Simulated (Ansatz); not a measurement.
BaF2 (fluorite)

```xyz
6
Lattice="0.0000 6.2464 6.2464 3.1232 3.1232 6.2464 3.1232 3.1232 0.0000" Properties=species:S:1:pos:R:3 pbc="T T T"
Ba     0.0000     0.0000     0.0000
Ba     3.1232     6.2464     3.1232
F      1.5616     1.5616     1.5616
F      1.5616     4.6848     4.6848
F      4.6848    10.9312    10.9312
F      4.6848     7.8080     7.8080
```

A phonon eigenvector at X = (0.5, 0.5, 0.0) is frozen into this cell: atom i moves by Q times the vector below, so Q is the largest atomic displacement, in Å. The cell is held. (q is in reciprocal vectors of the primitive cell; the cell shown is doubled to hold the pattern.)

```
atom      x      y       z
----  -----  -----  ------
F3    0.000  0.000   1.000
F4    0.000  0.000  -1.000
F5    0.000  0.000   1.000
F6    0.000  0.000  -1.000
```

Atoms not listed stay in place.

Level of theory: PBE (plane waves to 420 eV, PAW, scalar-relativistic; Ansatz, a program for electronic structure). k mesh 9×9×9 (Γ-centred), Fermi-Dirac smearing 0.05 eV. E stands for the smeared free energy. Stress and pressure are positive under compression. BaF2 was relaxed with its symmetry unable to fall. ΔE is measured from the undisplaced structure.

```tsv
Q (Å)	ΔE (meV/cell)	P (GPa)	−dE/dQ from forces (eV/Å)
-0.280	189.0	1.59	1.441
-0.233	128.4	1.10	1.156
-0.187	[?]	[?]	0.894
-0.140	44.7	[?]	0.651
-0.093	19.6	0.18	0.425
-0.047	4.9	0.05	0.209
0.000	0.0	0.00	0.000
0.047	4.9	0.05	-0.209
0.093	19.6	0.18	-0.425
0.140	44.7	[?]	-0.651
0.187	[?]	[?]	-0.894
0.233	128.4	1.10	-1.156
0.280	189.0	1.59	-1.441
```

**Question.** Some entries are withheld; supply them.

**Answer.** 
- -0.187, ΔE (meV/cell): 80.7
- -0.187, P (GPa): 0.71
- -0.140, P (GPa): 0.40
- 0.140, P (GPa): 0.40
- 0.187, ΔE (meV/cell): 80.7
- 0.187, P (GPa): 0.71

(For displaced atoms, the force is minus the slope of the energy, and its curvature is a force constant, which sets phonon frequencies.)
